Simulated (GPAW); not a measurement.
Input of a GPAW 26.7.0 run:

run.py

```python
from ase import Atoms
from ase.eos import EquationOfState
from ase.io import Trajectory
from ase.units import GPa
from gpaw import GPAW, PW, setup_paths

setup_paths.insert(0, '.')

atoms = Atoms(['Hf', 'Hf', 'Hf'],
              cell=[[4.962329544, 0.0, 0.0],
                    [-2.481164772, 4.297503447, 0.0],
                    [0.0, 0.0, 3.08623225]],
              scaled_positions=[[0.0, 0.0, 0.0],
                                [0.3333333333, 0.6666666667, 0.5],
                                [0.6666666667, 0.3333333333, 0.5]],
              pbc=True)

traj = Trajectory('eos.traj', 'w')
volumes, energies = [], []
for x in [0.94, 0.96, 0.98, 1.0, 1.02, 1.04, 1.06]:
    a = atoms.copy()
    a.set_cell(atoms.cell * x**(1 / 3), scale_atoms=True)
    calc = GPAW(mode=PW(600),
                xc='PBEsol',
                kpts={'size': (6, 6, 9), 'gamma': True},
                occupations={'name': 'fermi-dirac', 'width': 0.05},
                nbands=34,
                convergence={'density': 1e-05, 'energy': 1e-05},
                maxiter=150,
                txt=f'eos-{x:.2f}.txt')
    a.calc = calc
    energies.append(a.get_potential_energy(force_consistent=True))
    volumes.append(a.get_volume())
    p = -a.get_stress()[:3].mean() / GPa
    calc.write(f'eos-{x:.2f}.gpw')
    traj.write(a)
    print(f'{x:.2f} {volumes[-1]:10.4f} A^3 {energies[-1]:14.6f} eV {p:9.3f} GPa', flush=True)

v0, e0, B = EquationOfState(volumes, energies, eos='birchmurnaghan').fit()
print(f'V0 = {v0:.4f} A^3, E0 = {e0:.6f} eV, B0 = {B / GPa:.2f} GPa')
```

Potentials or basis: PAW data sets generated in the run's folder for this functional, pw.

Launch:

```bash
$ gpaw-setup -f PBEsol Hf
$ OMP_NUM_THREADS=1 python run.py
```

Task: What does it give for the bulk modulus at fixed shape and positions?

Result: 116 GPa.

Task: What does it give for the equilibrium volume?

Result: 21.51 Å³/atom.

Task: Predict the pressure derivative of the bulk modulus.

Result: 3.5.

Energy against volume, from the lowest point:
```
volume (Å³/atom)  energy (meV/atom)
          20.622              14.17
          21.061               3.54
          21.500               0.00
          21.939               2.95
          22.377              11.82
          22.816              26.10
          23.255              45.32
```

Caveat: the cell was scaled at fixed shape and fractional positions, which overstates the stiffness of a crystal with free parameters, most of all of layers and chains. Spin-orbit coupling is left out, which matters for the levels of Hf.
